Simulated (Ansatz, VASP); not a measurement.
Two plane-wave programs on Hf

```xyz
1
Lattice="-1.8050 1.8050 1.8050 1.8050 -1.8050 1.8050 1.8050 1.8050 -1.8050" Properties=species:S:1:pos:R:3 pbc="T T T"
Hf    0.0000    0.0000    0.0000
```

This isn't the form of Hf at room conditions, which is hcp.

Alike in both runs: task single point; functional PBEsol; k mesh 18 × 18 × 18; occupations gaussian, width 0.05 eV; no spin polarisation.

```csv
,VASP,Ansatz
version,VASP 6.6.1,Ansatz 0.2.0
potentials or method,"VASP PAW PBE potentials, release 64 (Hf_pv)","scalar-relativistic, plane waves, PAW"
plane-wave cutoff (eV),520,420
valence electrons in the cell,10,26
```

```tsv
	VASP	Ansatz	Ansatz less VASP
gap on the k mesh at the Fermi level (eV)	none	none	-
pressure (GPa)	-9.3	-9.0	+0.31
```

A gap of «none» marks a metal or a gap that the smearing closes. With one functional, cell and mesh, what is left measures potentials, basis and numerics. The two sets of potentials don't hold the same shells in valence.

Caveats: the PAW data sets were made with another functional, which shifts forces and pressure a little (VASP). Spin-orbit coupling is left out, which matters for the levels of Hf.
